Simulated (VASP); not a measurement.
# Co (P-3m1) in VASP: further runs, part 2 of 2

VASP 6.6.1. Earlier steps stand in the parts before.

## 4. Single point, LDA, collinear spin, ferromagnetic start

Input file INCAR:

```
PREC = Accurate
ENCUT = 460
EDIFF = 1E-6
ISMEAR = -1
SIGMA = 0.1
LREAL = Auto
LASPH = True
NELM = 100
ALGO = Normal
ISIF = 2
LWAVE = False
LCHARG = False
ISPIN = 2
MAGMOM = 2 2
LORBIT = 11
LMAXMIX = 4
GGA = CA
NBANDS = 20
ADDGRID = False
```

Input file KPOINTS:

```
Automatic mesh
0
Gamma
  11 11 6
```

Input file POSCAR:

```
Co
1.0
    2.4873648738      0.0000000000      0.0000000000
   -1.2436824369      2.1541211692      0.0000000000
    0.0000000000      0.0000000000      4.0632895034
Co
2
Direct
    0.3333333333      0.6666666667      0.7401390000
    0.6666666667      0.3333333333      0.2598610000
```

Potentials or basis: VASP PAW LDA potentials, release 64 (Co).

On the command line:

```
cat potpaw_LDA.64/Co/POTCAR > POTCAR
mpirun -np 1 vasp_std > vasp.out
```

OUTCAR:

```text
PREC = Accurate
   ENCUT = 460
   EDIFF = 1E-6
   ISMEAR = -1
   LREAL = Auto
   LASPH = True
   NELM = 100
   ISIF = 2
   ISPIN = 2
   LORBIT = 11
   GGA = CA

 Found     84 irreducible k-points:

 Following reciprocal coordinates:
            Coordinates               Weight
  0.000000  0.000000  0.000000      1.000000
  0.090909 -0.000000  0.000000      6.000000
  0.181818 -0.000000  0.000000      6.000000
  0.272727 -0.000000  0.000000      6.000000
  0.363636 -0.000000  0.000000      6.000000
  0.454545 -0.000000  0.000000      6.000000
   k-points           NKPTS =     84   k-points in BZ     NKDIM =     84   number of bands    NBANDS=     20
   number of dos      NEDOS =    301   number of ions     NIONS =      2
   total plane-waves  NPLWV =   9072
   dimension x,y,z NGX =    18 NGY =   18 NGZ =   28
   dimension x,y,z NGXF=    36 NGYF=   36 NGZF=   56
   ions per type =               2
   NGX,Y,Z   is equivalent  to a cutoff of  12.03, 12.03, 11.46 a.u.
   NGXF,Y,Z  is equivalent  to a cutoff of  24.06, 24.06, 22.91 a.u.
 SYSTEM =  unknown system
   PREC   = accura    normal or accurate (medium, high low for compatibility)
[... 344 lines left out ...]
     20      35.1847      0.00000

 [... further k-points ...]

------------------------ aborting loop because EDIFF is reached ----------------------------------------

  FORCE on cell =-STRESS in cart. coord.  units (eV):
  Direction    XX          YY          ZZ          XY          YZ          ZX
  --------------------------------------------------------------------------------------
  -------------------------------------------------------------------------------------
  Total       -2.4463301     -2.4463301     -2.7334899      0.0000000     -0.0000000      0.0000000
  in kB     -180.0272514   -180.0272514   -201.1595560      0.0000000     -0.0000000      0.0000000
  external PRESSURE =    -187.0713529 kB  Pullay stress =       0.0000000 kB

 VOLUME and BASIS-vectors are now :
 -----------------------------------------------------------------------------
  energy-cutoff  :      460.00
  volume of cell :       21.77
      direct lattice vectors                 reciprocal lattice vectors
     2.487364874  0.000000000  0.000000000     0.402031889  0.232113220  0.000000000
    -1.243682437  2.154121169  0.000000000     0.000000000  0.464226439  0.000000000
     0.000000000  0.000000000  4.063289503     0.000000000  0.000000000  0.246106018

 POSITION                                       TOTAL-FORCE (eV/Angst)
 -----------------------------------------------------------------------------------
     -0.00000      1.43608      3.00740         0.000000      0.000000      0.427022
      1.24368      0.71804      1.05589        -0.000000     -0.000000     -0.427022
 -----------------------------------------------------------------------------------
    total drift:                                0.000000     -0.000000     -0.000000

  FREE ENERGIE OF THE ION-ELECTRON SYSTEM (eV)
  ---------------------------------------------------
  free  energy   TOTEN  =       -16.1491585875 eV

  energy  without entropy=      -16.0884584506  energy(sigma->0) =      -16.11880852

 total charge

# of ion       s       p       d       tot
------------------------------------------
    1        0.488   0.514   7.281   8.283
    2        0.488   0.514   7.281   8.283
--------------------------------------------------
tot          0.976   1.028  14.562  16.566

 magnetization (x)

# of ion       s       p       d       tot
------------------------------------------
    1       -0.013  -0.040   1.596   1.542
    2       -0.013  -0.040   1.596   1.542
--------------------------------------------------
tot         -0.027  -0.080   3.191   3.084
```

Run time: 48 s. Hardware: 1 thread of Intel Xeon 6975P-C (Granite Rapids), shared host; peak memory 0.15 GiB.

These settings aren't checked as converged: the numbers below hold their error.

Results:

- Free energy: -16.1492 eV
- Pressure: -18.7 GPa
- Largest force: 0.427 eV/Å
- Band gap on the k mesh: none (metal or under the smearing width)
- Net moment: 3.07 μB per cell
- Site moments: Co +1.54 μB
- Valence electrons inside the program's atomic spheres: Co 8.28

## 5. Single point, LDA, collinear spin, ferromagnetic start

INCAR is that of step 4.

KPOINTS is that of step 4.

Input file POSCAR:

```
Co
1.0
    2.4873648738      0.0000000000      0.0000000000
   -1.2436824369      2.1541211692      0.0000000000
    0.0000000000      0.0000000000      4.0632895034
Co
2
Direct
    0.3275520000      0.6759820000      0.7288160000
    0.6891290000      0.3188900000      0.2643300000
```

Potentials or basis: VASP PAW LDA potentials, release 64 (Co).

On the command line:

```
cat potpaw_LDA.64/Co/POTCAR > POTCAR
mpirun -np 1 vasp_std > vasp.out
```

OUTCAR:

```text
PREC = Accurate
   ENCUT = 460
   EDIFF = 1E-6
   ISMEAR = -1
   LREAL = Auto
   LASPH = True
   NELM = 100
   ISIF = 2
   ISPIN = 2
   LORBIT = 11
   GGA = CA

 Found    364 irreducible k-points:

 Following reciprocal coordinates:
            Coordinates               Weight
  0.000000  0.000000  0.000000      1.000000
  0.090909 -0.000000  0.000000      2.000000
  0.000000  0.090909  0.000000      2.000000
 -0.090909  0.090909  0.000000      2.000000
  0.181818 -0.000000  0.000000      2.000000
[... 367 lines left out ...]
  external PRESSURE =    -165.2254279 kB  Pullay stress =       0.0000000 kB

 VOLUME and BASIS-vectors are now :
 -----------------------------------------------------------------------------
  energy-cutoff  :      460.00
  volume of cell :       21.77
      direct lattice vectors                 reciprocal lattice vectors
     2.487364874  0.000000000  0.000000000     0.402031889  0.232113220  0.000000000
    -1.243682437  2.154121169  0.000000000     0.000000000  0.464226439  0.000000000
     0.000000000  0.000000000  4.063289503     0.000000000  0.000000000  0.246106018

 POSITION                                       TOTAL-FORCE (eV/Angst)
 -----------------------------------------------------------------------------------
     -0.02597      1.45615      2.96139         0.249472     -0.125988      0.896524
      1.31752      0.68693      1.07405        -0.249472      0.125988     -0.896524
 -----------------------------------------------------------------------------------
    total drift:                                0.000011      0.000009      0.000065

  FREE ENERGIE OF THE ION-ELECTRON SYSTEM (eV)
  ---------------------------------------------------
  free  energy   TOTEN  =       -16.0920330717 eV

  energy  without entropy=      -16.0321018627  energy(sigma->0) =      -16.06206747

 total charge

# of ion       s       p       d       tot
------------------------------------------
    1        0.492   0.519   7.289   8.300
    2        0.492   0.519   7.289   8.300
--------------------------------------------------
tot          0.985   1.037  14.578  16.600

 magnetization (x)

# of ion       s       p       d       tot
------------------------------------------
    1       -0.013  -0.039   1.595   1.543
    2       -0.013  -0.039   1.595   1.543
--------------------------------------------------
tot         -0.026  -0.078   3.190   3.086
```

OSZICAR:

```text
N       E                     dE             d eps       ncg     rms          rms(c)
DAV:   1     0.792209827053E+02    0.79221E+02   -0.76171E+03 30888   0.114E+03
DAV:   2    -0.140602338771E+02   -0.93281E+02   -0.83868E+02 29604   0.207E+02
DAV:   3    -0.183585449513E+02   -0.42983E+01   -0.41222E+01 32840   0.545E+01
DAV:   4    -0.184244740394E+02   -0.65929E-01   -0.65881E-01 36164   0.592E+00
DAV:   5    -0.184262920445E+02   -0.18180E-02   -0.18179E-02 34008   0.925E-01    0.154E+01
DAV:   6    -0.166315775917E+02    0.17947E+01   -0.80794E+00 32936   0.593E+01    0.789E+00
DAV:   7    -0.161339477195E+02    0.49763E+00   -0.13802E+00 33528   0.223E+01    0.385E+00
DAV:   8    -0.161082936905E+02    0.25654E-01   -0.15829E-02 41576   0.105E+00    0.166E+00
DAV:   9    -0.160937650451E+02    0.14529E-01   -0.19349E-03 51040   0.766E-01    0.453E-01
DAV:  10    -0.160920575843E+02    0.17075E-02   -0.43580E-04 41348   0.240E-01    0.700E-02
DAV:  11    -0.160920407444E+02    0.16840E-04   -0.27346E-05 35352   0.413E-02    0.352E-02
DAV:  12    -0.160920366335E+02    0.41109E-05   -0.23956E-06 32736   0.134E-02    0.207E-02
DAV:  13    -0.160920331180E+02    0.35155E-05   -0.81465E-07 18628   0.113E-02    0.681E-03
DAV:  14    -0.160920330717E+02    0.46244E-07   -0.50682E-07 16108   0.675E-03
   1 F= -.16092033E+02 E0= -.16062067E+02  d E =-.599312E-01  mag=     3.0808
```

Run time: 3.4 min. Hardware: 1 thread of Intel Xeon 6975P-C (Granite Rapids), shared host; peak memory 0.26 GiB.

These settings aren't checked as converged: the numbers below hold their error.

Results:

```
Free energy                                           : -16.0920 eV
Pressure                                              : -16.5 GPa
Largest force                                         : 0.939 eV/Å
Band gap on the k mesh                                : none (metal or under the smearing width)
Net moment                                            : 3.08 μB per cell
Site moments                                          : Co +1.54 μB
Valence electrons inside the program's atomic spheres : Co 8.30
```

## 6. Single point, LDA, collinear spin, ferromagnetic start

Edit INCAR of step 5 so:

```diff
@@ -2,6 +2,6 @@
 ENCUT = 460
-EDIFF = 1E-6
+EDIFF = 0.01
 ISMEAR = -1
 SIGMA = 0.1
-LREAL = Auto
+LREAL = False
 LASPH = True
```

KPOINTS is that of step 5.

Input file POSCAR:

```
Co
1.0
    2.4873648738      0.0000000000      0.0000000000
   -1.2436824369      2.1541211692      0.0000000000
    0.0000000000      0.0000000000      4.0632895034
Co
2
Direct
    0.3333333333      0.6666666667      0.7401390000
    0.6666666667      0.3333333333      0.2598610000
```

Potentials or basis: VASP PAW LDA potentials, release 64 (Co).

On the command line:

```
cat potpaw_LDA.64/Co/POTCAR > POTCAR
mpirun -np 1 vasp_std > vasp.out
```

Run time: 17 s. Hardware: 1 thread of Intel Xeon 6975P-C (Granite Rapids), shared host; peak memory 0.15 GiB.

These settings aren't checked as converged: the numbers below hold their error.

What came out:

* Free energy: -16.1492 eV
* Pressure: -20.3 GPa
* Largest force: 0.435 eV/Å
* Band gap on the k mesh: none (metal or under the smearing width)
* Net moment: 3.08 μB per cell
* Site moments: Co +1.54 μB
* Valence electrons inside the program's atomic spheres: Co 8.28
